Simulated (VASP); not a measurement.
# RbBr (Fm-3m) in VASP: settings compared

One crystal, RbBr, is run at these levels: r2SCAN, SCAN; tasks: band structure.

Everything below comes from runs of VASP 6.6.1. Logs are shortened: lines on timing, memory, paths and dates and some standing lists are left out, and cuts for length are marked.

### 1 The structure

It takes space group Fm-3m (No. 225, cubic). Conventional cell: a = 6.854 Å, b = 6.854 Å, c = 6.854 Å, α = 90.00°, β = 90.00°, γ = 90.00°. Rb (site symmetry m-3m) is surrounded by 6 Br at 3.43 Å. Around Br (site symmetry m-3m) lie 6 Rb at 3.43 Å.

### 2 Band structure, r2SCAN

File INCAR:

```
SYSTEM = RbBr
ALGO     = Normal         ! electronic algorithm
EDIFF    = 1E-7           ! SCF threshold, eV
ENCUT    = 520            ! plane-wave cutoff, eV
ISIF     = 2              ! what is computed and relaxed
ISMEAR   = -1             ! smearing method
LASPH    = .TRUE.         ! aspherical terms in the spheres
LCHARG   = .FALSE.        ! write CHGCAR
LMIXTAU  = .TRUE.       
LREAL    = .FALSE.        ! projectors in reciprocal space
LWAVE    = .FALSE.        ! write WAVECAR
METAGGA  = R2SCAN         ! meta-GGA
NELM     = 60             ! most SCF steps
PREC     = Accurate       ! precision mode
SIGMA    = 0.05           ! smearing width, eV
```

File KPOINTS:

```
k-points
0
G
  7 7 7
  0 0 0
```

File POSCAR:

```
RbBr
1.0
    0.0000000000      3.4270000000      3.4270000000
    3.4270000000      0.0000000000      3.4270000000
    3.4270000000      3.4270000000      0.0000000000
Rb Br
1 1
Direct
    0.0000000000      0.0000000000      0.0000000000
    0.5000000000      0.5000000000      0.5000000000
```

File KPOINTS_OPT:

```
path GXWKGLUWLK,UX
10
line-mode
reciprocal
 0.0000000000  0.0000000000  0.0000000000  G
 0.5000000000  0.0000000000  0.5000000000  X

 0.5000000000  0.0000000000  0.5000000000  X
 0.5000000000  0.2500000000  0.7500000000  W

 0.5000000000  0.2500000000  0.7500000000  W
 0.3750000000  0.3750000000  0.7500000000  K

 0.3750000000  0.3750000000  0.7500000000  K
 0.0000000000  0.0000000000  0.0000000000  G

 0.0000000000  0.0000000000  0.0000000000  G
 0.5000000000  0.5000000000  0.5000000000  L

 0.5000000000  0.5000000000  0.5000000000  L
 0.6250000000  0.2500000000  0.6250000000  U

 0.6250000000  0.2500000000  0.6250000000  U
 0.5000000000  0.2500000000  0.7500000000  W

 0.5000000000  0.2500000000  0.7500000000  W
 0.5000000000  0.5000000000  0.5000000000  L

 0.5000000000  0.5000000000  0.5000000000  L
 0.3750000000  0.3750000000  0.7500000000  K

 0.6250000000  0.2500000000  0.6250000000  U
 0.5000000000  0.0000000000  0.5000000000  X
```

Potentials or basis: VASP PAW PBE potentials, release 64 (Rb_sv, Br).

Run with:

```sh
> cat potpaw_PBE.64/Rb_sv/POTCAR potpaw_PBE.64/Br/POTCAR > POTCAR
> mpirun -np 1 vasp_std > vasp.out
```

OUTCAR:

```text
SYSTEM = RbBr
   EDIFF = 1E-7
   ENCUT = 520
   ISIF = 2
   ISMEAR = -1
   LASPH = .TRUE.
   LREAL = .FALSE.
   METAGGA = R2SCAN
   NELM = 60
   PREC = Accurate

 ion  position               nearest neighbor table
   1  0.000  0.000  0.000-   2 3.43   2 3.43   2 3.43   2 3.43   2 3.43   2 3.43
   2  0.500  0.500  0.500-   1 3.43   1 3.43   1 3.43   1 3.43   1 3.43   1 3.43

  LATTYP: Found a face centered cubic cell.
 ALAT       =     6.8540000000

  Lattice vectors:

 A1 = (   0.0000000000,   3.4270000000,   3.4270000000)
 A2 = (   3.4270000000,   0.0000000000,   3.4270000000)
 A3 = (   3.4270000000,   3.4270000000,   0.0000000000)

Analysis of symmetry for initial positions (statically):
=====================================================================
 Subroutine PRICEL returns:
 Original cell was already a primitive cell.

 Routine SETGRP: Setting up the symmetry group for a
 face centered cubic supercell.

 Subroutine GETGRP returns: Found 48 space group operations
 (whereof 48 operations were pure point group operations)
 out of a pool of 48 trial point group operations.

The static configuration has the point symmetry O_h .

Analysis of symmetry for dynamics (positions and initial velocities):
=====================================================================
 Subroutine PRICEL returns:
 Original cell was already a primitive cell.

 Routine SETGRP: Setting up the symmetry group for a
 face centered cubic supercell.

 Subroutine GETGRP returns: Found 48 space group operations
 (whereof 48 operations were pure point group operations)
 out of a pool of 48 trial point group operations.

The dynamic configuration has the point symmetry O_h .

 Subroutine INISYM returns: Found 48 space group operations
 (whereof 48 operations are pure point group operations),
 and found     1 'primitive' translations

----------------------------------------------------------------------------------------

                                     Primitive cell

  volume of cell :      80.4956

  direct lattice vectors                    reciprocal lattice vectors
     0.000000000  3.427000000  3.427000000    -0.145900204  0.145900204  0.145900204
     3.427000000  0.000000000  3.427000000     0.145900204 -0.145900204  0.145900204
     3.427000000  3.427000000  0.000000000     0.145900204  0.145900204 -0.145900204

  length of vectors
     4.846509878  4.846509878  4.846509878     0.252706567  0.252706567  0.252706567

  position of ions in fractional coordinates (direct lattice)
     0.000000000  0.000000000  0.000000000
     0.500000000  0.500000000  0.500000000

  ion indices of the primitive-cell ions
   primitive index   ion index
                 1           1
                 2           2

----------------------------------------------------------------------------------------

 KPOINTS: k-points

Automatic generation of k-mesh.
 Grid dimensions read from file:
 generate k-points for:    7    7    7

 Generating k-lattice:

  Cartesian coordinates                     Fractional coordinates (reciprocal lattice)
    -0.020842886  0.020842886  0.020842886     0.142857143  0.000000000  0.000000000
     0.020842886 -0.020842886  0.020842886     0.000000000  0.142857143  0.000000000
     0.020842886  0.020842886 -0.020842886     0.000000000  0.000000000  0.142857143

  Length of vectors
     0.036100938  0.036100938  0.036100938

  Shift w.r.t. Gamma in fractional coordinates (k-lattice)
     0.000000000  0.000000000  0.000000000

 Subroutine IBZKPT returns following result:
 ===========================================

 Found     20 irreducible k-points:

 Following reciprocal coordinates:
            Coordinates               Weight
  0.000000  0.000000  0.000000      1.000000
  0.142857  0.000000  0.000000      8.000000
  0.285714  0.000000  0.000000      8.000000
  0.428571  0.000000  0.000000      8.000000
  0.142857  0.142857  0.000000      6.000000
  0.285714  0.142857  0.000000     24.000000
[... 12 lines left out ...]
 -0.428571  0.428571  0.142857     24.000000
 -0.285714  0.428571  0.142857     24.000000
   k-points           NKPTS =     20   k-points in BZ     NKDIM =     20   number of bands    NBANDS=     12
   number of dos      NEDOS =    301   number of ions     NIONS =      2
   total plane-waves  NPLWV =  46656
   dimension x,y,z NGX =    36 NGY =   36 NGZ =   36
   dimension x,y,z NGXF=    72 NGYF=   72 NGZF=   72
   ions per type =               1   1
   NGX,Y,Z   is equivalent  to a cutoff of  12.35, 12.35, 12.35 a.u.
   NGXF,Y,Z  is equivalent  to a cutoff of  24.70, 24.70, 24.70 a.u.
 SYSTEM =  RbBr
   PREC   = accura    normal or accurate (medium, high low for compatibility)
   ISTART =      0    job   : 0-new  1-cont  2-samecut
   ICHARG =      2    charge: 1-file 2-atom 10-const
   ISPIN  =      1    spin polarized calculation?
   LNONCOLLINEAR =      F non collinear calculations
   LSORBIT =      F    spin-orbit coupling
[... 67 lines left out ...]
      8      -2.1588      2.00000
      9       2.8109      0.00000
     10       5.7220      0.00000
     11       5.7220      0.00000
     12       5.7220      0.00000

 k-point     2 :       0.1429    0.0000    0.0000
  band No.  band energies     occupation
      1     -27.3115      2.00000
      2     -14.7801      2.00000
      3     -10.8440      2.00000
      4     -10.8440      2.00000
      5     -10.8326      2.00000
      6      -2.3829      2.00000
      7      -2.2288      2.00000
      8      -2.2288      2.00000
      9       3.2886      0.00000
     10       5.5646      0.00000
     11       5.9744      0.00000
     12       5.9744      0.00000

 k-point     3 :       0.2857    0.0000    0.0000
  band No.  band energies     occupation
      1     -27.3074      2.00000
      2     -14.7980      2.00000
      3     -10.8466      2.00000
      4     -10.8466      2.00000
      5     -10.8098      2.00000
      6      -2.8049      2.00000
      7      -2.3782      2.00000
      8      -2.3782      2.00000
      9       4.3301      0.00000
     10       5.5587      0.00000
     11       6.6939      0.00000
     12       6.6939      0.00000

 k-point     4 :       0.4286    0.0000    0.0000
  band No.  band energies     occupation
      1     -27.3041      2.00000
      2     -14.8122      2.00000
      3     -10.8487      2.00000
      4     -10.8487      2.00000
      5     -10.7916      2.00000
      6      -3.0908      2.00000
      7      -2.4912      2.00000
      8      -2.4912      2.00000
      9       5.0444      0.00000
     10       6.0078      0.00000
     11       7.7311      0.00000
     12       7.7311      0.00000

 k-point     5 :       0.1429    0.1429    0.0000
  band No.  band energies     occupation
      1     -27.3110      2.00000
      2     -14.7789      2.00000
      3     -10.8560      2.00000
      4     -10.8560      2.00000
      5     -10.8190      2.00000
      6      -2.4889      2.00000
      7      -2.2011      2.00000
      8      -2.2011      2.00000
      9       3.3874      0.00000
     10       5.1807      0.00000
     11       6.2536      0.00000
     12       6.2536      0.00000
[... 168 lines left out ...]
      1     -27.3046      2.00000
      2     -14.7786      2.00000
      3     -10.9040      2.00000
      4     -10.8665      2.00000
      5     -10.8320      2.00000
      6      -2.8436      2.00000
      7      -2.4299      2.00000
      8      -2.3423      2.00000
      9       4.8712      0.00000
     10       4.9093      0.00000
     11       7.4462      0.00000
     12       7.5984      0.00000

 k-point    18 :      -0.4286    0.2857    0.1429
  band No.  band energies     occupation
      1     -27.3022      2.00000
      2     -14.7732      2.00000
      3     -10.9235      2.00000
      4     -10.9017      2.00000
      5     -10.8225      2.00000
      6      -2.8612      2.00000
      7      -2.5066      2.00000
      8      -2.4542      2.00000
      9       5.1960      0.00000
     10       5.6525      0.00000
     11       7.2546      0.00000
     12       7.8477      0.00000

 k-point    19 :      -0.4286    0.4286    0.1429
  band No.  band energies     occupation
      1     -27.3013      2.00000
      2     -14.7419      2.00000
      3     -10.9789      2.00000
      4     -10.9311      2.00000
      5     -10.8553      2.00000
      6      -2.6726      2.00000
      7      -2.4840      2.00000
      8      -2.3939      2.00000
      9       4.4901      0.00000
     10       5.9735      0.00000
     11       6.9793      0.00000
     12       7.9952      0.00000

 k-point    20 :      -0.2857    0.4286    0.1429
  band No.  band energies     occupation
      1     -27.3010      2.00000
      2     -14.7500      2.00000
      3     -10.9767      2.00000
      4     -10.9366      2.00000
      5     -10.8272      2.00000
      6      -2.6868      2.00000
      7      -2.5347      2.00000
      8      -2.4716      2.00000
      9       5.1120      0.00000
     10       5.8197      0.00000
     11       7.0437      0.00000
     12       7.3398      0.00000

------------------------ aborting loop because EDIFF is reached ----------------------------------------

  FORCE on cell =-STRESS in cart. coord.  units (eV):
  Direction    XX          YY          ZZ          XY          YZ          ZX
  --------------------------------------------------------------------------------------
  -------------------------------------------------------------------------------------
  Total        0.2475802      0.2475802      0.2475802     -0.0000000     -0.0000000      0.0000000
  in kB        4.9278128      4.9278128      4.9278128     -0.0000000     -0.0000000      0.0000000
  external PRESSURE =       4.9278128 kB  Pullay stress =       0.0000000 kB

 VOLUME and BASIS-vectors are now :
 -----------------------------------------------------------------------------
  energy-cutoff  :      520.00
  volume of cell :       80.50
      direct lattice vectors                 reciprocal lattice vectors
     0.000000000  3.427000000  3.427000000    -0.145900204  0.145900204  0.145900204
     3.427000000  0.000000000  3.427000000     0.145900204 -0.145900204  0.145900204
     3.427000000  3.427000000  0.000000000     0.145900204  0.145900204 -0.145900204

 POSITION                                       TOTAL-FORCE (eV/Angst)
 -----------------------------------------------------------------------------------
      0.00000      0.00000      0.00000         0.000000      0.000000      0.000000
      3.42700      3.42700      3.42700         0.000000     -0.000000     -0.000000
 -----------------------------------------------------------------------------------
    total drift:                                0.000000      0.000000      0.000000

  FREE ENERGIE OF THE ION-ELECTRON SYSTEM (eV)
  ---------------------------------------------------
  free  energy   TOTEN  =       -31.1516718912 eV

  energy  without entropy=      -31.1516718912  energy(sigma->0) =      -31.15167189
```

Run time: 2.7 min. Hardware: 1 thread of Intel Xeon Platinum 8488C (Sapphire Rapids), shared host; peak memory 0.21 GiB.

Results:

```yaml
Free_energy: -31.1517 eV
Pressure: 0.5 GPa
Band_gap_on_the_k_mesh: 4.97 eV, direct
Band_gap_along_the_path: 4.97 eV, direct
```

Levels at the corners of the path, in eV from the valence-band top:
| point | band 6 | band 7 | band 8 | band 9 | band 10 | band 11 |
| --- | --- | --- | --- | --- | --- | --- |
| Γ | 0.00 | 0.00 | 0.00 | 4.97 | 7.88 | 7.88 |
| X | -0.48 | -0.16 | -0.16 | 6.06 | 7.95 | 9.72 |
| X | -0.48 | -0.16 | -0.16 | 6.06 | 7.95 | 9.72 |
| W | -0.48 | -0.35 | -0.35 | 7.57 | 7.57 | 9.14 |
| W | -0.48 | -0.35 | -0.35 | 7.57 | 7.57 | 9.14 |
| K | -0.48 | -0.42 | -0.26 | 6.82 | 8.67 | 8.97 |
| K | -0.48 | -0.42 | -0.26 | 6.82 | 8.67 | 8.97 |
| Γ | 0.00 | 0.00 | 0.00 | 4.97 | 7.88 | 7.88 |
| Γ | 0.00 | 0.00 | 0.00 | 4.97 | 7.88 | 7.88 |
| L | -0.97 | -0.35 | -0.35 | 7.29 | 8.28 | 10.22 |
| L | -0.97 | -0.35 | -0.35 | 7.29 | 8.28 | 10.22 |
| U | -0.48 | -0.42 | -0.26 | 6.82 | 8.67 | 8.97 |
| U | -0.48 | -0.42 | -0.26 | 6.82 | 8.67 | 8.97 |
| W | -0.48 | -0.35 | -0.35 | 7.57 | 7.57 | 9.14 |
| W | -0.48 | -0.35 | -0.35 | 7.57 | 7.57 | 9.14 |
| L | -0.97 | -0.35 | -0.35 | 7.29 | 8.28 | 10.22 |
| L | -0.97 | -0.35 | -0.35 | 7.29 | 8.28 | 10.22 |
| K | -0.48 | -0.42 | -0.26 | 6.82 | 8.67 | 8.97 |
| U | -0.48 | -0.42 | -0.26 | 6.82 | 8.67 | 8.97 |
| X | -0.48 | -0.16 | -0.16 | 6.06 | 7.95 | 9.72 |

Caveat: the PAW data sets were made with another functional, which shifts forces and pressure a little. r2SCAN opens gaps a little over a GGA but as a rule still falls short of measured ones.

### 3 Band structure, r2SCAN, spin-orbit coupling, no magnetisation

File INCAR:

```
PREC     = Accurate       # precision mode
ENCUT    = 520            # plane-wave cutoff, eV
EDIFF    = 1E-7           # SCF threshold, eV
ISMEAR   = -1             # smearing method
SIGMA    = 0.05           # smearing width, eV
LREAL    = False          # projectors in reciprocal space
LASPH    = True           # aspherical terms in the spheres
NELM     = 80             # most SCF steps
ALGO     = Normal         # electronic algorithm
ISIF     = 2              # what is computed and relaxed
LWAVE    = False          # write WAVECAR
LCHARG   = False          # write CHGCAR
LNONCOLLINEAR= True           # non-collinear magnetism
MAGMOM   = 0 0 0 0 0 0    # initial moments
LORBIT   = 11             # projections on sites
LSORBIT  = True           # spin-orbit coupling
GGA_COMPAT= False        
METAGGA  = R2SCAN         # meta-GGA
LMIXTAU  = True         
NBANDS   = 28             # bands
```

File KPOINTS:

```
Automatic mesh
0
Gamma
  5 5 5
```

POSCAR is that of step 2.

KPOINTS_OPT is that of step 2.

Potentials or basis: VASP PAW PBE potentials, release 64 (Rb_sv, Br).

Run with:

```sh
> cat potpaw_PBE.64/Rb_sv/POTCAR potpaw_PBE.64/Br/POTCAR > POTCAR
> mpirun -np 1 vasp_ncl > vasp.out
```

It took 15 min on 1 thread of Intel Xeon Platinum 8488C (Sapphire Rapids), shared host; peak memory 0.47 GiB.

Results (log left out):

```
Free energy                                           : -31.2005 eV
Pressure                                              : 0.5 GPa
Valence electrons inside the program's atomic spheres : Rb 7.37; Br 4.93
```

Caveat: the PAW data sets were made with another functional, which shifts forces and pressure a little.

### 4 Band structure, SCAN

File INCAR:

```
SYSTEM = RbBr
PREC = Accurate ; ENCUT = 520
EDIFF = 1E-7 ; ISMEAR = -1
SIGMA = 0.05 ; LREAL = .False.
LASPH = .True. ; NELM = 60
ALGO = Normal ; ISIF = 2
LWAVE = .False. ; LCHARG = .False.
METAGGA = SCAN ; LMIXTAU = .True.
NBANDS = 15
```

File KPOINTS:

```
Automatic mesh
0
Gamma
  7 7 7
  0 0 0
```

POSCAR is that of step 3.

KPOINTS_OPT: that of step 3 with these lines changed.

```diff
@@ -1,3 +1,3 @@
 path GXWKGLUWLK,UX
-10
+20
 line-mode
```

Run with:

```sh
> cat potpaw_PBE.64/Rb_sv/POTCAR potpaw_PBE.64/Br/POTCAR > POTCAR
> mpirun -np 1 vasp_std > vasp.out
```

It took 5.4 min on 1 thread of Intel Xeon Platinum 8488C (Sapphire Rapids), shared host; peak memory 0.22 GiB.

Results (log left out):

```
Free energy             : -44.0254 eV
Pressure                : 0.3 GPa
Band gap on the k mesh  : 4.91 eV, direct
Band gap along the path : 4.91 eV, direct
```

Levels at the corners of the path, in eV from the valence-band top:
| point | band 5 | band 6 | band 7 | band 8 | band 9 | band 10 | band 11 | band 12 |
| --- | --- | --- | --- | --- | --- | --- | --- | --- |
| Γ | -8.70 | 0.00 | 0.00 | 0.00 | 4.91 | 7.86 | 7.86 | 7.86 |
| X | -8.77 | -0.49 | -0.16 | -0.16 | 6.02 | 7.93 | 9.62 | 10.08 |
| X | -8.77 | -0.49 | -0.16 | -0.16 | 6.02 | 7.93 | 9.62 | 10.08 |
| W | -8.68 | -0.48 | -0.35 | -0.35 | 7.53 | 7.53 | 9.12 | 9.44 |
| W | -8.68 | -0.48 | -0.35 | -0.35 | 7.53 | 7.53 | 9.12 | 9.44 |
| K | -8.73 | -0.49 | -0.42 | -0.26 | 6.77 | 8.61 | 8.93 | 9.72 |
| K | -8.73 | -0.49 | -0.42 | -0.26 | 6.77 | 8.61 | 8.93 | 9.72 |
| Γ | -8.70 | 0.00 | 0.00 | 0.00 | 4.91 | 7.86 | 7.86 | 7.86 |
| Γ | -8.70 | 0.00 | 0.00 | 0.00 | 4.91 | 7.86 | 7.86 | 7.86 |
| L | -8.65 | -0.97 | -0.35 | -0.35 | 7.23 | 8.21 | 10.20 | 10.20 |
| L | -8.65 | -0.97 | -0.35 | -0.35 | 7.23 | 8.21 | 10.20 | 10.20 |
| U | -8.73 | -0.49 | -0.42 | -0.26 | 6.77 | 8.61 | 8.93 | 9.72 |
| U | -8.73 | -0.49 | -0.42 | -0.26 | 6.77 | 8.61 | 8.93 | 9.72 |
| W | -8.68 | -0.48 | -0.35 | -0.35 | 7.53 | 7.53 | 9.12 | 9.44 |
| W | -8.68 | -0.48 | -0.35 | -0.35 | 7.53 | 7.53 | 9.12 | 9.44 |
| L | -8.65 | -0.97 | -0.35 | -0.35 | 7.23 | 8.21 | 10.20 | 10.20 |
| L | -8.65 | -0.97 | -0.35 | -0.35 | 7.23 | 8.21 | 10.20 | 10.20 |
| K | -8.73 | -0.49 | -0.42 | -0.26 | 6.77 | 8.61 | 8.93 | 9.72 |
| U | -8.73 | -0.49 | -0.42 | -0.26 | 6.77 | 8.61 | 8.93 | 9.72 |
| X | -8.77 | -0.49 | -0.16 | -0.16 | 6.02 | 7.93 | 9.62 | 10.08 |

Caveat: the PAW data sets were made with another functional, which shifts forces and pressure a little.

### 5 The reference run

An earlier run on the cell as given: functional PBE; potentials or basis VASP PAW PBE potentials, release 64 (Rb_sv, Br); cutoff 520 eV; k mesh 7 × 7 × 7; occupations fermi-dirac, width 0.05 eV; no spin polarisation.

* Pressure: 1.0 GPa
* Band gap on the k mesh: 4.36 eV, direct

### 6 Overview

| task | level | spin | k mesh | gap on the mesh (eV) | pressure (GPa) |
| --- | --- | --- | --- | --- | --- |
| band structure | r2SCAN | off | 7 × 7 × 7 | 4.97 | 0.5 |
| band structure | r2SCAN | SOC, no magnetisation | 5 × 5 × 5 | - | 0.5 |
| band structure | SCAN | off | 7 × 7 × 7 | 4.91 | 0.3 |
| single point | PBE | off | 7 × 7 × 7 | 4.36 | 1.0 |

Alike in all rows: potentials or basis VASP PAW PBE potentials, release 64 (Rb_sv, Br); cell as given; cutoff (eV) 520; smearing fermi-dirac 0.05 eV.

On the cell as given the gap runs from 4.36 eV (PBE) to 4.97 eV (r2SCAN). The pressure there spans 0.3 GPa (SCAN) to 1.0 GPa (PBE); a positive pressure means that this level wants a larger cell, a negative one a smaller.

Caveats: the PAW data sets were made with another functional, which shifts forces and pressure a little (some runs); an odd mesh through Γ misses points on the zone boundary, where band edges often lie (some runs).

Absolute energies hang on the potentials; compare differences alone.
